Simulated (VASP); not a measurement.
Set up this calculation in VASP 6.6.1, as the native input.

* Task: single point
* Functional: PBE
* Potentials or basis: VASP PAW PBE potentials, release 64 (Li_sv, H)
* Cutoff: 520 eV
* k mesh: 9 × 9 × 6
* Occupations: gaussian, width 0.01 eV
* Spin: no spin polarisation
* Dipole correction: no
* Further INCAR settings: ALGO = Normal; EDIFF = 1e-07; NBANDS = 12

The structure of LiH lies in POSCAR:

```
LiH
1.0
    3.2548234149      0.0000000000      0.0000000000
   -1.6274117074      2.8187597621      0.0000000000
    0.0000000000      0.0000000000      4.0690682547
Li H
2 2
Direct
    0.3333333333      0.6666666667      0.2500000000
    0.6666666667      0.3333333333      0.7500000000
    0.6666666667      0.3333333333      0.2500000000
    0.3333333333      0.6666666667      0.7500000000
```

The cell was built by a generator and needn't be a form met in nature.

These files were run (other wordings do the same):

INCAR

```
SYSTEM = LiH
PREC = Accurate
ENCUT = 520
EDIFF = 1E-7
ISMEAR = 0
SIGMA = 0.01
LREAL = .False.
LASPH = .True.
NELM = 100
ALGO = Normal
ISIF = 2
LWAVE = .False.
LCHARG = .False.
GGA = PE
NBANDS = 12
```

KPOINTS

```
Automatic mesh
0
Gamma
  9 9 6
  0 0 0
```

Potentials or basis: VASP PAW PBE potentials, release 64 (Li_sv, H).

Command:

```sh
$ cat potpaw_PBE.64/Li_sv/POTCAR potpaw_PBE.64/H/POTCAR > POTCAR
$ mpirun -np 1 vasp_std > vasp.out
```

Results of the run:

* Band gap on the k mesh: 1.83 eV, indirect (least direct gap 3.07 eV)

Caveat: an odd mesh through Γ misses points on the zone boundary, where band edges often lie.

It took 9.6 s on 1 thread of AMD EPYC 9R45 96-Core Processor (Zen 5), with other jobs on the host, peak memory 0.12 GiB.
